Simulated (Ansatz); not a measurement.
**I under changes of volume**

One of the cells (40.553 Å³/atom); the others are scaled copies at fixed shape and fractional positions:

```
I
1.0
     0.00000    2.36560    3.90984
     2.19225    0.00000    3.90984
     2.19225    2.36560    0.00000
I
1
Direct
  0.00000 0.00000 0.00000
```

- Program: Ansatz 0.2.0
- Functional: PBEsol
- Potentials or basis: all-electron LAPW, scalar-relativistic
- Cutoff: 176 eV (chosen from the basis error)
- Basis error allowed: 0.0005 eV/atom
- k mesh: 9 × 9 × 9
- Occupations: fermi-dirac, width 0.05 eV
- Spin: no spin polarisation

| volume (Å³/atom) | energy over the lowest point (meV/atom) | pressure (GPa) |
| --- | --- | --- |
| 38.120 | 0.00 | 0.3 |
| 38.931 | 0.36 | -0.4 |
| 39.742 | 3.73 | -0.9 |
| 40.553 | 9.71 | -1.4 |
| 41.364 | ? | ? |
| 42.175 | 28.27 | -2.2 |
| 42.986 | 40.28 | -2.5 |

What does the run at 41.364 Å³/atom give?

Energy over the lowest point 17.99 meV/atom; pressure -1.8 GPa.

Worked out: A Birch-Murnaghan fit of order 3 (a polynomial in V^(-2/3)) to the other rows has its minimum at 38.43 Å³/atom with B0 = V·E''(V) = 31 GPa and B' = 5.4 at fixed shape and positions, which overstates the stiffness. It gives 17.99 meV/atom at 41.364 Å³/atom, against the run's 17.99, and -dE/dV = -1.8 GPa, against -1.8.

Energies are extrapolated to zero smearing.

Caveats: an odd number of electrons without spin polarisation forces a metal; a magnetic or distorted state may lie lower.
